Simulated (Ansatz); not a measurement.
C: band structure with PBEsol

C, a slab with vacuum:

```xyz
4
Lattice="2.4562 0.0000 0.0000 -1.2281 2.1272 0.0000 0.0000 0.0000 24.1340" Properties=species:S:1:pos:R:3 pbc="T T T"
C     1.2281    0.7091   13.7678
C     0.0000    1.4181   10.3661
C     0.0000    0.0000   10.3663
C     0.0000    0.0000   13.7677
```

```
Program                             : Ansatz 0.2.0
Task                                : band structure
Functional                          : PBEsol
Potentials or basis                 : Ansatz PAW
Cutoff                              : 420 eV (not typed: the program's choice for these potentials)
k mesh                              : 12 × 12 × 2
Occupations                         : fermi-dirac, width 0.05 eV
Spin                                : no spin polarisation
Path                                : [["G", "M", "K", "G", "A", "L", "H", "A"], ["L", "M"], ["K", "H"]]
Points for each segment of the path : 14
```

```yaml
Largest_force: 0.022 eV/Å
Band_gap_along_the_path: none (metal or under the smearing width)
```

Forces in eV/Å, atoms in the order of the input:
```
C    0.000  0.000  0.022
C    0.000  0.000 -0.022
C    0.000  0.000 -0.003
C    0.000  0.000  0.003
```

Stress tensor (GPa, compression positive):
```
0.38 0.00 0.00
0.00 0.38 0.00
0.00 0.00 0.11
```

Levels at the corners of the path, in eV from the Fermi level:
```
point  band 4  band 5  band 6  band 7  band 8  band 9  band 10  band 11  band 12  band 13
    Γ   -7.25   -2.99   -2.99   -2.98   -2.98    3.48     3.90     4.43     5.13     5.47
    M  -13.28   -6.44   -6.41   -2.57   -2.23    1.52     1.86     7.38     7.57    11.23
    K  -12.51  -10.68  -10.68   -0.31    0.00    0.00     0.33    10.43    10.43    12.64
    Γ   -7.25   -2.99   -2.99   -2.98   -2.98    3.48     3.90     4.43     5.13     5.47
    A   -7.25   -2.99   -2.99   -2.98   -2.98    3.48     3.88     4.53     4.88     5.94
    L  -13.28   -6.44   -6.41   -2.57   -2.23    1.52     1.86     7.38     7.57    11.23
    H  -12.51  -10.68  -10.68   -0.31    0.00    0.00     0.33    10.43    10.43    12.64
    A   -7.25   -2.99   -2.99   -2.98   -2.98    3.48     3.88     4.53     4.88     5.94
    L  -13.28   -6.44   -6.41   -2.57   -2.23    1.52     1.86     7.38     7.57    11.23
    M  -13.28   -6.44   -6.41   -2.57   -2.23    1.52     1.86     7.38     7.57    11.23
    K  -12.51  -10.68  -10.68   -0.31    0.00    0.00     0.33    10.43    10.43    12.64
    H  -12.51  -10.68  -10.68   -0.31    0.00    0.00     0.33    10.43    10.43    12.64
```

Run time: 10 s on 2 threads of AMD EPYC 7R43 64-Core Processor (Zen 3), with other jobs on the host, peak memory 0.49 GiB.

Caveat: the PAW data sets come from PBE, with cores solved anew for the run's functional, which leaves a small shift of forces and pressure.
